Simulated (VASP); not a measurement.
**Sn: relaxation of cell and atoms with PBE**

Crystal: Sn.

```
CELL_PARAMETERS angstrom
0.00000 3.32616 3.32616
3.32616 0.00000 3.32616
3.32616 3.32616 0.00000
ATOMIC_POSITIONS crystal
Sn 0.00000 0.00000 0.00000
Sn 0.25000 0.25000 0.25000
```

This isn't the form of Sn at room conditions, which is tetragonal (white tin).

```json
{
  "Program": "VASP 6.6.1",
  "Task": "relaxation of cell and atoms",
  "Functional": "PBE",
  "Potentials or basis": "VASP PAW PBE potentials, release 64 (Sn_d)",
  "Cutoff": "600 eV",
  "k mesh": "10 × 10 × 10",
  "Occupations": "gaussian, width 0.03 eV",
  "Spin": "no spin polarisation",
  "Further INCAR settings": "ALGO = Normal; EDIFF = 1e-07; IBRION = 2; EDIFFG = -0.005; NSW = 90; ISIF = 3"
}
```

| Property | Result |
| --- | --- |
| Relaxed volume | 36.85 Å³/atom |
| Relaxed cell | a = 4.706 Å, b = 4.706 Å, c = 4.706 Å, α = 60.00°, β = 60.00°, γ = 60.00° |
| Space group after relaxing (to 0.05 Å) | Fd-3m (No. 227) |
| Energy gained by relaxing | 0.0 meV/atom |
| Ionic steps | 2 |
| Pressure after relaxing | 0.0 GPa |
| Band gap on the k mesh | none (metal or under the smearing width) |

Final structure:
```
Sn
1.0
     0.00000    3.32764    3.32764
     3.32764    0.00000    3.32764
     3.32764    3.32764    0.00000
Sn
2
Direct
  0.00000 0.00000 0.00000
  0.25000 0.25000 0.25000
```

Levels at points of the mesh, in eV from the Fermi level:
```csv
k point,band 11,band 12,band 13,band 14,band 15,band 16,band 17,band 18
"(0.00, 0.00, 0.00)",-10.04,-1.07,0.17,0.17,0.17,2.23,2.23,2.23
"(0.50, 0.00, 0.00)",-8.57,-5.95,-0.93,-0.93,-0.07,3.28,3.28,5.77
"(0.50, 0.50, 0.00)",-7.19,-7.19,-2.15,-2.15,0.98,0.98,7.33,7.33
```

Wall time 110 s on 1 thread of AMD EPYC 7R13 Processor (Zen 3), with other jobs on the host, peak memory 0.24 GiB.
